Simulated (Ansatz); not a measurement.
**Eu in Ansatz: the effect of functional**

The system is Eu.

```
CELL_PARAMETERS angstrom
-2.28754 2.28754 2.28754
2.28754 -2.28754 2.28754
2.28754 2.28754 -2.28754
ATOMIC_POSITIONS crystal
Eu 0.00000 0.00000 0.00000
```

The cell isn't the ideal one: volume scaled by 0.98.

Alike in all runs:

- Program: Ansatz 0.2.0
- Task: single point
- Potentials or basis: Ansatz PAW
- k mesh: 8 × 8 × 8
- Occupations: fermi-dirac, width 0.05 eV
- Spin: collinear spin, ferromagnetic start
- Starting moments: [7.0] μB

```csv
functional,cutoff,pressure (GPa),moment (μB)
LDA,420 eV (not typed: the program's choice for these potentials),?,?
r2SCAN,500 eV (not typed: the program's choice for these potentials),-1.0,7.76
PBE,420 eV (not typed: the program's choice for these potentials),-1.4,7.35
```

**Question.** What does the run with functional LDA give?

**Answer.** Pressure -3.5 GPa; moment 7.27 μB.

Caveats: the PAW data sets come from PBE, with cores solved anew for the run's functional, which leaves a small shift of forces and pressure (some runs); the magnetic or orbital state may not be the lowest (some runs).
